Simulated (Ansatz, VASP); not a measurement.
# One calculation of SnO2, two programs

INCAR

```
SYSTEM = SnO2
  PREC = Accurate
  ENCUT = 520
  EDIFF = 1E-7
  ISMEAR = 1
  SIGMA = 0.1
  LREAL = .False.
  LASPH = .True.
  NELM = 60
  ALGO = Normal
  ISIF = 2
  LWAVE = .False.
  LCHARG = .False.
  GGA = PS
  NBANDS = 35
```

The input KPOINTS:

```
regular mesh
0
Gamma
  12 12 2
  0 0 0
```

POSCAR

```
SnO2
1.0
    3.2034309853      0.0000000000      0.0000000000
   -1.6017154927      2.7742483002      0.0000000000
    0.0000000000      0.0000000000     10.6998787380
Sn O
2 4
Direct
    0.0000000000      0.0000000000      0.5000000000
    0.0000000000      0.0000000000      0.0000000000
    0.6666666667      0.3333333333      0.4058600000
    0.6666666667      0.3333333333      0.0941400000
    0.3333333333      0.6666666667      0.5941400000
    0.3333333333      0.6666666667      0.9058600000
```

Input for Ansatz:

```yaml
crystal:
  lattice:
    - [3.2034309853494283, 0.0, 0.0]
    - [-1.6017154926747141, 2.774248300172482, 0.0]
    - [0.0, 0.0, 10.69987873795793]
  atoms:
    - { symbol: Sn, position: [0.0, 0.0, 0.5] }
    - { symbol: Sn, position: [0.0, 0.0, 0.0] }
    - { symbol: O, position: [0.6666666666666666, 0.3333333333333333, 0.40586] }
    - { symbol: O, position: [0.6666666666666666, 0.3333333333333333, 0.09414] }
    - { symbol: O, position: [0.3333333333333333, 0.6666666666666666, 0.59414] }
    - { symbol: O, position: [0.3333333333333333, 0.6666666666666666, 0.90586] }
basis:
  ecutwfc: 420.0
kpoints:
  mp_grid:
    grid: [12, 12, 2]
hamiltonian:
  xc: pbesol
  pseudopotentials:
    kind: paw
scf:
  convergence:
    dr2_threshold: 1.0e-10
  occupations:
    method: cold
output:
  stress: true
```

Measurements of this composition are mostly on another form, of space group No. 136.

Alike in both runs: task single point; functional PBEsol; k mesh 12 × 12 × 2; no spin polarisation.

|  | VASP | Ansatz |
| --- | --- | --- |
| version | VASP 6.6.1 | Ansatz 0.2.0 |
| potentials or method | VASP PAW PBE potentials, release 64 (Sn_d, O) | plane waves, PAW |
| plane-wave cutoff (eV) | 520 | 420 |
| occupations | methfessel-paxton of order 1, width 0.1 eV | cold |
| valence electrons in the cell | 52 | 52 |

|  | VASP | Ansatz | Ansatz less VASP |
| --- | --- | --- | --- |
| pressure (GPa) | -0.6 | -1.1 | -0.50 |
| largest component of the traceless stress (GPa) | 0.67 | 1.02 | +0.353 |

Ansatz warned: «structure_snapped_to_symmetry».

Caveats: the PAW data sets were made with another functional, which shifts forces and pressure a little (VASP); spin-orbit coupling is left out, which moves the levels of the heavy elements. PBEsol gaps usually lie below the measured ones, often by a third to a half. A k mesh can miss the band edges.
